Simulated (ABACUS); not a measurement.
The system is TiAl.

```xyz
2
Lattice="3.1791 0.0000 0.0000 0.0000 3.1791 0.0000 0.0000 0.0000 3.1791" Properties=species:S:1:pos:R:3 pbc="T T T"
Ti    0.0000    0.0000    0.0000
Al    1.5895    1.5895    1.5895
```

The cell comes from a database or a generator and needn't be the stable form of this composition.

* Program: ABACUS 3.10.1
* Task: single point
* Functional: PBE
* Potentials or basis: PseudoDojo NC SR 0.4.1 PBE standard
* Cutoff: 1361 eV
* Density cutoff: 5442 eV
* Basis: DZP LCAO (the cutoffs set its grid)
* k mesh: 8 × 8 × 8
* Occupations: fermi-dirac, width 0.05 eV
* Spin: no spin polarisation

On this cell: pressure 1.6 GPa; largest force zero by symmetry; band gap on the k mesh none (metal or under the smearing width).

The same run follows on a disturbed copy (atoms moved at random, drawn with an rms of 0.05 Å):

```xyz
2
Lattice="3.1791 0.0000 0.0000 0.0000 3.1791 0.0000 0.0000 0.0000 3.1791" Properties=species:S:1:pos:R:3 pbc="T T T"
Ti   -0.0036    0.0241    0.0054
Al    1.6191    1.6101    1.5915
```

Question: What does the disturbed cell give?

Answer: The energy (extrapolated to zero smearing) moves by +1.8 meV/atom; pressure 1.7 GPa; largest force 0.219 eV/Å; band gap on the k mesh none (metal or under the smearing width).

Forces on the atoms (eV/Å):
```
Ti   0.216 -0.022 -0.022
Al  -0.216  0.022  0.022
```

Caveats: the atomic orbitals were generated for these runs and aren't a published set; the basis of atomic orbitals isn't converged, which shifts pressures, moduli and gaps.
